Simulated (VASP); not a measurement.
# Nb7P8 (a cell with a defect) in VASP: further runs

Runs on Nb7P8 (a cell with a defect). Level: PBEsol. Tasks: single point.

Program: VASP 6.6.1. These are calculated values, not measurements. Logs are shortened: lines on timing, memory, paths and dates and some standing lists are left out, and cuts for length are marked.

**1. The structure**

The cell holds a defect, 15 atoms: a = 6.681 Å, b = 6.681 Å, c = 6.185 Å, α = 74.33°, β = 74.33°, γ = 90.00°.

**2. Single point, PBEsol**

Contents of INCAR:

```
SYSTEM = Nb7P8
  PREC = Accurate
  ENCUT = 520
  EDIFF = 1E-6
  ISMEAR = 0
  SIGMA = 0.1
  LREAL = Auto
  LASPH = .True.
  NELM = 100
  ALGO = Fast
  ISIF = 2
  LWAVE = .False.
  LCHARG = .False.
  GGA = PS
  NBANDS = 78
```

Contents of KPOINTS:

```
Automatic mesh
0
Gamma
  2 2 3
  0 0 0
```

Contents of POSCAR:

```
Nb7P8
1.0
    0.0000000000      6.6807580000     -0.0000002900
    6.6807580000      0.0000000000     -0.0000002900
    1.6701892500      1.6701892500     -5.7163181500
Nb P
7 8
Direct
    0.3860009614      0.1367290974      0.4713477763
   -0.0195741986      0.3689782680     -0.2152411866
    0.4023518663      0.6534136471      0.4389158595
    0.5395207859      0.0181357874     -0.0543871341
    0.9089010924      0.1437290865      0.4474335801
    0.5043286385      0.5123750308     -0.0413142321
    0.9006633799      0.6626421853      0.4196296434
    0.2173604363      0.2061726339      0.0385905528
    0.1811458899      0.4262793014      0.3221186742
    0.2236154002      0.7674313864      0.0751481463
    0.0987214117      0.8352635825      0.6278498913
    0.7025635810      0.2230729304      0.1450265205
    0.6184813895      0.3604323777      0.6109825633
    0.7272340363      0.7179491617      0.1032268613
    0.6110041449      0.8518742677      0.6133557447
```

Potentials or basis: VASP PAW PBE potentials, release 64 (Nb_sv, P).

Launch:

```
> cat potpaw_PBE.64/Nb_sv/POTCAR potpaw_PBE.64/P/POTCAR > POTCAR
> mpirun -np 1 vasp_std > vasp.out
```

OUTCAR:

```text
SYSTEM = Nb7P8
   PREC = Accurate
   ENCUT = 520
   EDIFF = 1E-6
   ISMEAR = 0
   LREAL = Auto
   LASPH = .True.
   NELM = 100
   ISIF = 2
   GGA = PS

 ion  position               nearest neighbor table
   1  0.386  0.137  0.471-  12 2.44   9 2.49  15 2.54  11 2.57  13 2.61
   2  0.980  0.369  0.785-  12 2.44   8 2.56   9 2.73   7 2.74  13 2.91   5 3.01
   3  0.402  0.653  0.439-   9 2.49  14 2.51  11 2.54  15 2.54  13 2.60  10 2.76
   4  0.540  0.018  0.946-  14 2.48  12 2.49   8 2.50  10 2.50  15 2.53  13 2.58
   5  0.909  0.144  0.447-   9 2.43  12 2.56  13 2.57  11 2.57  15 2.58   8 2.73   2 3.01
   6  0.504  0.512  0.959-  14 2.51  12 2.54  13 2.56   9 2.59  15 2.60  10 2.62   8 2.65
   7  0.901  0.663  0.420-  14 2.48   9 2.50  15 2.52  10 2.53  11 2.54  13 2.56   2 2.74
   8  0.217  0.206  0.039-   4 2.50   9 2.54   2 2.56   6 2.65   5 2.73  10 2.88
   9  0.181  0.426  0.322-  10 2.34   5 2.43   3 2.49   1 2.49   7 2.50   8 2.54   6 2.59   2 2.73

  10  0.224  0.767  0.075-   9 2.34   4 2.50   7 2.53   6 2.62   3 2.76   8 2.88
  11  0.099  0.835  0.628-   3 2.54   7 2.54   1 2.57   5 2.57
  12  0.703  0.223  0.145-   1 2.44   2 2.44   4 2.49   6 2.54   5 2.56
  13  0.618  0.360  0.611-   6 2.56   7 2.56   5 2.57   4 2.58   3 2.60   1 2.61   2 2.91
  14  0.727  0.718  0.103-   7 2.48   4 2.48   6 2.51   3 2.51
  15  0.611  0.852  0.613-   7 2.52   4 2.53   3 2.54   1 2.54   5 2.58   6 2.60

  LATTYP: Found a base centered monoclinic cell.
 ALAT       =     9.4480185705
 B/A-ratio  =     1.0000000000
 C/A-ratio  =     0.6546443047
 COS(beta)  =    -0.3818867711

  Lattice vectors:

 A1 = (   0.0000000000,  -6.6807580000,   0.0000002900)
 A2 = (  -6.6807580000,   0.0000000000,   0.0000002900)
 A3 = (   1.6701892500,   1.6701892500,  -5.7163181500)

Analysis of symmetry for initial positions (statically):
=====================================================================
 Subroutine PRICEL returns:
 Original cell was already a primitive cell.

 Routine SETGRP: Setting up the symmetry group for a
 base centered monoclinic supercell.

 Subroutine GETGRP returns: Found  1 space group operations
 (whereof  1 operations were pure point group operations)
 out of a pool of  4 trial point group operations.

The static configuration has the point symmetry C_1 .

Analysis of symmetry for dynamics (positions and initial velocities):
=====================================================================
 Subroutine PRICEL returns:
 Original cell was already a primitive cell.

 Routine SETGRP: Setting up the symmetry group for a
 base centered monoclinic supercell.

 Subroutine GETGRP returns: Found  1 space group operations
 (whereof  1 operations were pure point group operations)
 out of a pool of  4 trial point group operations.

The dynamic configuration has the point symmetry C_1 .

 Subroutine INISYM returns: Found  1 space group operations
 (whereof  1 operations are pure point group operations),
 and found     1 'primitive' translations

----------------------------------------------------------------------------------------

                                     Primitive cell

  volume of cell :     255.1337

  direct lattice vectors                    reciprocal lattice vectors
     0.000000000  6.680758000 -0.000000290     0.000000002  0.149683616  0.043734439
     6.680758000  0.000000000 -0.000000290     0.149683616  0.000000002  0.043734439
     1.670189250  1.670189250 -5.716318150    -0.000000008 -0.000000008 -0.174937783

  length of vectors
     6.680758000  6.680758000  6.185091548     0.155941931  0.155941931  0.174937783

  position of ions in fractional coordinates (direct lattice)
     0.386000961  0.136729097  0.471347776
     0.980425801  0.368978268  0.784758813
     0.402351866  0.653413647  0.438915859
     0.539520786  0.018135787  0.945612866
     0.908901092  0.143729087  0.447433580
     0.504328638  0.512375031  0.958685768
     0.900663380  0.662642185  0.419629643
     0.217360436  0.206172634  0.038590553
     0.181145890  0.426279301  0.322118674
     0.223615400  0.767431386  0.075148146
     0.098721412  0.835263582  0.627849891
     0.702563581  0.223072930  0.145026520
[... 35 lines left out ...]
    -0.000000003 -0.000000003 -0.058312594     0.000000000  0.000000000  0.333333333

  Length of vectors
     0.077970966  0.077970966  0.058312594

  Shift w.r.t. Gamma in fractional coordinates (k-lattice)
     0.000000000  0.000000000  0.000000000

 Subroutine IBZKPT returns following result:
 ===========================================

 Found      8 irreducible k-points:

 Following reciprocal coordinates:
            Coordinates               Weight
  0.000000  0.000000  0.000000      1.000000
  0.500000  0.000000  0.000000      1.000000
  0.000000  0.500000  0.000000      1.000000
  0.500000  0.500000  0.000000      1.000000
 -0.000000 -0.000000  0.333333      2.000000
  0.500000 -0.000000  0.333333      2.000000
  0.000000  0.500000 -0.333333      2.000000
  0.500000  0.500000  0.333333      2.000000
   k-points           NKPTS =      8   k-points in BZ     NKDIM =      8   number of bands    NBANDS=     78
   number of dos      NEDOS =    301   number of ions     NIONS =     15
   total plane-waves  NPLWV = 120000
   dimension x,y,z NGX =    50 NGY =   50 NGZ =   48
   dimension x,y,z NGXF=   100 NGYF=  100 NGZF=   96
   ions per type =               7   8
   NGX,Y,Z   is equivalent  to a cutoff of  12.44, 12.44, 12.90 a.u.
   NGXF,Y,Z  is equivalent  to a cutoff of  24.88, 24.88, 25.80 a.u.
 SYSTEM =  Nb7P8
   PREC   = accura    normal or accurate (medium, high low for compatibility)
   ISTART =      0    job   : 0-new  1-cont  2-samecut
   ICHARG =      2    charge: 1-file 2-atom 10-const
   ISPIN  =      1    spin polarized calculation?
   LNONCOLLINEAR =      F non collinear calculations
   LSORBIT =      F    spin-orbit coupling
   LASPH  =      T    aspherical Exc in radial PAW
   ENCUT  =  520.0 eV  38.22 Ry    6.18 a.u.  12.42 12.42 11.50*2*pi/ulx,y,z
   NELM   =    100;   NELMIN=  2; NELMDL= -5     # of ELM steps
   EDIFF  = 0.1E-05   stopping-criterion for ELM
   LREAL  =      T    real-space projection
   EDIFFG = 0.1E-04   stopping-criterion for IOM
   NSW    =      0    number of steps for IOM
   IBRION =     -1    ionic relax: 0-MD 1-quasi-New 2-CG
   NFREE  =      0    steps in history (QN), initial steepest desc. (CG)
   ISIF   =      2    stress and relaxation
   ISYM   =      2    0-nonsym 1-usesym 2-fastsym
   POTIM  = 0.5000    time-step for ionic-motion
   TEBEG  =    0.0;   TEEND  =   0.0 temperature during run
   PSTRESS=    0.0 pullay stress
   NELECT =     131.0000    total number of electrons
   NUPDOWN=      -1.0000    fix difference up-down
   EMIN   =  10.00;   EMAX   =-10.00  energy-range for DOS
   EFERMI =   0.00;   METHOD = LEGACY
   ISMEAR =     0;   SIGMA  =   0.10  broadening in eV -4-tet -1-fermi 0-gaus
   EFERMI_NEDOS =   21; number of points for ismear=-14 and -15
   IALGO  =     68    algorithm
   IMIX   =      4    mixing-type and parameters
     AMIX     =   0.40;   BMIX     =  1.00
     AMIX_MAG =   1.60;   BMIX_MAG =  1.00
  volume/ion in A,a.u.               =      17.01       114.78
  Fermi-wavevector in a.u.,A,eV,Ry     =   1.310919  2.477278 23.381742  1.718510
  Thomas-Fermi vector in A             =   2.441417
   LORBIT       =      0    0 simple, 1 ext, 2 COOP (PROOUT), +10 PAW based schemes
   GGA     = PS    functional components
   LHFCALC =     F    Hartree Fock is set to
   AEXX    =    0.0000 exact exchange contribution
   IVDW    =     0    specifies the selected vdW correction
   LEPSILON=     F    determine dielectric tensor
   LRPA    =     F    only Hartree local field effects (RPA)
 non-spin polarized calculation
 RMM-DIIS sequential band-by-band and
 Gauss-broadening in eV      SIGMA  =   0.10
  energy-cutoff  :      520.00
  volume of cell :      255.13
 maximum number of plane-waves:      6929
 NGX is ok and might be reduce to    50
   NGX = 25   NGY = 25   NGZ = 23

 number of electron     130.9999998 magnetization

 Free energy of the ion-electron system (eV)
  ---------------------------------------------------
  ext. energy  EPLUGINS =         0.00000000
  ---------------------------------------------------
  free energy    TOTEN  =      -132.08518105 eV

  energy without entropy =     -132.05127087  energy(sigma->0) =     -132.06822596

 E-fermi :   9.6038     XC(G=0): -11.6779

 val. band max:        9.6010034318   @ k =  -0.0000  -0.0000   0.3333
 cond. band min:       9.7152498974   @ k =   0.5000  -0.0000   0.3333
 fundamental gap:      0.1142464656
 Fermi energy:         9.6037655356

 k-point     1 :       0.0000    0.0000    0.0000
  band No.  band energies     occupation
      1     -45.5581      2.00000
      2     -45.4459      2.00000
      3     -45.2032      2.00000
      4     -45.1735      2.00000
      5     -45.0963      2.00000
      6     -45.0170      2.00000
[... 629 lines left out ...]
     76      11.9464      0.00000
     77      12.1190      0.00000
 [bands above 77 left out]

------------------------ aborting loop because EDIFF is reached ----------------------------------------

  FORCE on cell =-STRESS in cart. coord.  units (eV):
  Direction    XX          YY          ZZ          XY          YZ          ZX
  --------------------------------------------------------------------------------------
  -------------------------------------------------------------------------------------
  Total       -9.5593413     -8.3237163     -8.1452016     -1.2300300      0.0773691     -0.5668143
  in kB      -60.0303240    -52.2709015    -51.1498727     -7.7242876      0.4858587     -3.5594550
  external PRESSURE =     -54.4836994 kB  Pullay stress =       0.0000000 kB

 VOLUME and BASIS-vectors are now :
 -----------------------------------------------------------------------------
  energy-cutoff  :      520.00
  volume of cell :      255.13
      direct lattice vectors                 reciprocal lattice vectors
     0.000000000  6.680758000 -0.000000290     0.000000002  0.149683616  0.043734439
     6.680758000  0.000000000 -0.000000290     0.149683616  0.000000002  0.043734439
     1.670189250  1.670189250 -5.716318150    -0.000000008 -0.000000008 -0.174937783

 POSITION                                       TOTAL-FORCE (eV/Angst)
 -----------------------------------------------------------------------------------
      1.70069      3.36602     -2.69437         0.008139      0.003965     -0.002518
      3.77575      7.86068     -4.48593        -0.018958      0.011417     -0.007760
      5.09837      3.42109     -2.50898        -0.002283     -0.009290     -0.000540
      1.70051      5.18376     -5.40542         0.016493      0.012330      0.003979
      1.70752      6.81945     -2.55767         0.009825     -0.004141     -0.007395
      5.02424      4.97048     -5.48015        -0.009742     -0.018046      0.008668
      5.12781      6.71797     -2.39874         0.033339     -0.023524      0.020743
      1.44184      1.51659     -0.22060        -0.004670     -0.004782     -0.003909
      3.38587      1.74819     -1.84133        -0.002133     -0.003411      0.005034
      5.25254      1.61943     -0.42957        -0.023820      0.023426     -0.000940
      6.62882      1.70816     -3.58899        -0.002238     -0.010925     -0.003397
      1.73252      4.93588     -0.82902        -0.008927      0.013887     -0.016980
      3.42842      5.15238     -3.49257        -0.013612      0.009704      0.005091
      4.96885      5.03088     -0.59008         0.004182     -0.009429      0.003063
      6.71559      5.10639     -3.50614         0.014406      0.008818     -0.003138
 -----------------------------------------------------------------------------------
    total drift:                               -0.001971      0.001370      0.001154

  FREE ENERGIE OF THE ION-ELECTRON SYSTEM (eV)
  ---------------------------------------------------
  free  energy   TOTEN  =      -132.0851810535 eV

  energy  without entropy=     -132.0512708674  energy(sigma->0) =     -132.06822596
```

It took 25 min on 1 thread of Intel Xeon Platinum 8375C at 2.90GHz (Ice Lake), shared host; peak memory 0.4 GiB.

Results:

| Property | Result |
| --- | --- |
| Free energy | -132.0852 eV |
| Pressure | -5.4 GPa |
| Largest force | 0.046 eV/Å |
| Band gap on the k mesh | none (metal or under the smearing width) |

Forces in eV/Å, atoms in the order of the input:
```
Nb   0.008  0.004 -0.003
Nb  -0.019  0.011 -0.008
Nb  -0.002 -0.009 -0.001
Nb   0.016  0.012  0.004
Nb   0.010 -0.004 -0.007
Nb  -0.010 -0.018  0.009
Nb   0.033 -0.024  0.021
P   -0.005 -0.005 -0.004
P   -0.002 -0.003  0.005
P   -0.024  0.023 -0.001
P   -0.002 -0.011 -0.003
P   -0.009  0.014 -0.017
P   -0.014  0.010  0.005
P    0.004 -0.009  0.003
P    0.014  0.009 -0.003
```

Levels at points of the mesh, in eV from the Fermi level:
```csv
k point,band 63,band 64,band 65,band 66,band 67,band 68,band 69,band 70
"(0.00, 0.00, 0.00)",-0.79,-0.57,-0.05,0.30,0.48,0.57,0.86,1.06
"(0.50, 0.00, 0.00)",-0.69,-0.60,-0.54,0.44,0.56,0.63,0.80,1.13
"(0.00, 0.50, 0.00)",-0.45,-0.35,-0.13,-0.06,0.29,0.55,0.72,0.86
"(0.50, 0.50, 0.00)",-0.45,-0.41,-0.18,-0.09,0.21,0.56,0.75,0.97
```

Caveat: the k mesh is coarse (spacing up to 0.49 Å⁻¹), so the values aren't converged; the PAW data sets were made with another functional, which shifts forces and pressure a little.

**3. Single point, PBEsol**

Contents of INCAR:

```
SYSTEM = Nb7P8
ALGO = Fast ; EDIFF = 1E-6
ENCUT = 520 ; GGA = PS
ISIF = 2 ; ISMEAR = 0
LASPH = .TRUE. ; LCHARG = .TRUE.
LELF = .TRUE. ; LREAL = Auto
LVHAR = .TRUE. ; LWAVE = .FALSE.
NBANDS = 78 ; NELM = 60
PREC = Accurate ; SIGMA = 0.1
```

Contents of KPOINTS:

```
k-points
0
G
  2 2 3
  0 0 0
```

Contents of POSCAR:

```
Nb7P8
1.0
    0.0000000000      6.6807580000     -0.0000002900
    6.6807580000      0.0000000000     -0.0000002900
    1.6701892500      1.6701892500     -5.7163181500
Nb P
7 8
Direct
    0.3952323939      0.1644554371      0.4140752449
    0.0225315554      0.0684181150     -0.1037001459
    0.4002243718      0.6633157755      0.4103677630
    0.5236854681      0.0358101402     -0.0852022490
    0.8998594566      0.1501068088      0.4092558591
    0.5170802543      0.5339618716     -0.0721319727
    0.8971717196      0.6779630609      0.4026848196
    0.2368334236      0.2429774869      0.0726733275
    0.1074933549      0.3803144928      0.5340232609
    0.2262308902      0.7509957447      0.0874363014
    0.1071623503      0.8652709361      0.5990544312
    0.7207994540      0.2418410783      0.0868053016
    0.6180426014      0.3772076542      0.5757628643
    0.7344152303      0.7480350920      0.0744907052
    0.5971944682      0.8588635782      0.5979617453
```

Potentials or basis: VASP PAW PBE potentials, release 64 (Nb_sv, P).

Launch:

```
> cat potpaw_PBE.64/Nb_sv/POTCAR potpaw_PBE.64/P/POTCAR > POTCAR
> mpirun -np 1 vasp_std > vasp.out
```

Run time: 21 min. Hardware: 1 thread of Intel Xeon Platinum 8375C at 2.90GHz (Ice Lake), shared host; peak memory 0.4 GiB.

The run converged. Its results:

```yaml
Free_energy: -135.0401 eV
Pressure: -4.2 GPa
Largest_force: 1.307 eV/Å
Band_gap_on_the_k_mesh: none (metal or under the smearing width)
```

Forces on the atoms (eV/Å):
```
Nb   0.066 -0.052  0.087
Nb  -1.155  0.254 -0.557
Nb   0.060 -0.041 -0.091
Nb   0.100 -0.074 -0.124
Nb   0.110 -0.063  0.020
Nb   0.087  0.005  0.044
Nb  -0.015 -0.075 -0.144
P    0.255  0.078 -0.232
P    0.073 -0.041 -1.028
P   -0.011  0.117  0.886
P    0.135 -0.119  0.078
P    0.210  0.131  0.228
P    0.026 -0.114 -0.053
P   -0.037  0.038 -0.013
P    0.095 -0.043  0.899
```

Stress tensor (GPa, compression positive):
```
-4.77  0.39 -0.86
 0.39 -4.59  0.26
-0.86  0.26 -3.31
```

Levels at points of the mesh, in eV from the Fermi level:
```tsv
k point	band 62	band 63	band 64	band 65	band 66	band 67	band 68	band 69
(0.00, 0.00, 0.00)	-0.97	-0.70	-0.36	-0.25	0.04	0.21	0.64	0.96
(0.50, 0.00, 0.00)	-0.79	-0.65	-0.63	-0.52	0.10	0.54	0.62	0.71
(0.00, 0.50, 0.00)	-0.99	-0.53	-0.40	-0.28	-0.16	0.07	0.30	0.55
(0.50, 0.50, 0.00)	-0.73	-0.64	-0.43	-0.21	-0.03	0.31	0.40	0.73
```

Caveat: the k mesh is coarse (spacing up to 0.49 Å⁻¹), so the values aren't converged; the PAW data sets were made with another functional, which shifts forces and pressure a little.

(Part 1 of 2 ends here.)
